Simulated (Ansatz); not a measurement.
A relaxed cell of GaN is given with its symmetry left out. The cell was found from a structure generator's guess, not taken from experiment.

Method: DFT PBE, scalar-relativistic, plane waves, PAW (Ansatz 0.2.0). Cutoff 420 eV, Γ-centred mesh, Gaussian smearing, no spin polarisation.

```yaml
crystal:
  lattice:
    - [5.16408, 0.00000, 0.00000]
    - [-2.58204, 4.47222, 0.00000]
    - [0.00000, 0.00000, 3.39009]
  atoms:
    - { symbol: Ga, position: [0.00000, 0.00000, 0.50000] }
    - { symbol: N, position: [0.00000, 0.00000, 0.00000] }
```

Energies over the elements count from the elements' standard structures at the same level (N₂ as a molecule), with no fitted energy shifts.

Problem. What space group does it have?

Solution. P6/mmm (No. 191). Conventional cell: a = 5.164 Å, c = 3.390 Å. Around Ga lie 2 N at 1.70 Å; around N lie 2 Ga at 1.70 Å.

Problem. What is its formation energy per atom?

Solution. +0.923 eV/atom. A positive value: parting into the elements would lower its energy.

Problem. Is it a metal?

Solution. No, the gap on the 6×6×8 mesh is 1.13 eV.

The last run used a 6×6×8 mesh (in the run's order of axes) for its 2-atom cell and Gaussian smearing of 0.02 eV. No dispersion correction is applied, so the spacing and binding between layers, chains or molecules are poorly described. Kohn–Sham gaps at this level usually fall short of measured ones. Symmetry constrained the relaxation, so the result can be a saddle point. Another cell of GaN relaxed alike, in P6_3mc (a cell as deposited in COD), lies 1.37 eV/atom lower, so this cell isn't the stable form at this level.
